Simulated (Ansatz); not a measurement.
Input of an Ansatz 0.2.0 run:

The input input.yaml:

```yaml
crystal:
  lattice:
    - [3.75, 0.0, 0.0]
    - [-1.875, 3.2475952642, 0.0]
    - [0.0, 0.0, 6.07]
  atoms:
    - { symbol: La, position: [0.6666666667, 0.3333333333, 0.75] }
    - { symbol: La, position: [0.3333333333, 0.6666666667, 0.25] }
hamiltonian:
  xc: pbesol
  pseudopotentials: { kind: paw }
kpoints:
  mp_grid: { grid: [8, 8, 5] }
scf:
  occupations: { method: fermi_dirac, width: 0.05 }
output:
  forces: true
  stress: true
  eigenvalues: true
relax:
  f_tol: 0.01
  max_steps: 40
  cell: { stress_tol: 0.05, p_target: 2.0 }
```

Potentials or basis: Ansatz PAW.

Launch:

```sh
$ ansatz run input.yaml --threads 2 --pin off --max-ram 5632MiB --backend cpu --events-out ev --progress --plain --runs-dir out
```

Estimate the space group after relaxing (to 0.05 Å).

P6_3/mmc (No. 194).

Estimate the band gap on the k mesh.

none (metal or under the smearing width).

Predict the relaxed cell.

a = 3.559 Å, b = 3.559 Å, c = 5.851 Å, α = 90.00°, β = 90.00°, γ = 120.00°.

What does it give for the relaxed volume?

32.09 Å³/atom.

Step by step:
```csv
step,energy change (eV),largest force (eV/Å),volume (Å³)
1,0.0000,0.0000,73.92
2,-0.0159,0.0000,67.33
3,0.0111,0.0000,64.14
4,0.0104,0.0000,64.15
5,0.0098,0.0000,64.19
6,0.0100,0.0000,64.19
```

Caveat: the plane-wave basis is chosen anew once the cell has moved, so the energies of steps on either side of that aren't comparable; the PAW data sets come from PBE, with cores solved anew for the run's functional, which leaves a small shift of forces and pressure. The run has no spin-orbit coupling, so splittings on La are missing.
